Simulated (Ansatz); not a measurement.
# AlRu (Pm-3m), one atom moved over a plane

The calculation used Ansatz 0.2.0, DFT PBEsol, scalar-relativistic, plane waves, PAW. Cutoff 420 eV, Γ-centred 20×20×20 k-points, Gaussian smearing of 0.15 eV. No spin polarisation. Energies are free energies at this smearing, counted from the undisturbed cell; pressure is positive in compression.

Reference structure (relaxed at this level; it needn't be the usual structure):

```
Al Ru
1.0
     2.97641    0.00000    0.00000
     0.00000    2.97641    0.00000
     0.00000    0.00000    2.97641
Al Ru
1 1
Direct
  0.00000 0.00000 0.00000
  0.50000 0.50000 0.50000
```

Atom 1 (Al) is moved by p along (0.707, 0.707, 0.000) and q along (0.000, 0.000, 1.000) (Å), all else fixed. Points are written (p, q).

p was sampled at -0.450, -0.225, 0.000, 0.225, 0.450 and q at -0.450, -0.225, 0.000, 0.225, 0.450.

Task: Where on the computed points is the energy highest, and how high?

Result: At (-0.450, -0.450), (-0.450, 0.450), (0.450, -0.450), (0.450, 0.450): 2.36 eV/cell.

Task: Away from (0, 0), which computed point is lowest?

Result: (0.000, -0.225), (0.000, 0.225): 0.20 eV/cell.

The map, in eV/cell:

```csv
p \ q,-0.450,-0.225,0.000,0.225,0.450
-0.450,2.36,1.29,0.93,1.29,2.36
-0.225,1.14,0.45,0.21,0.45,1.14
0.000,0.79,0.20,0.00,0.20,0.79
0.225,1.14,0.45,0.21,0.45,1.14
0.450,2.36,1.29,0.93,1.29,2.36
```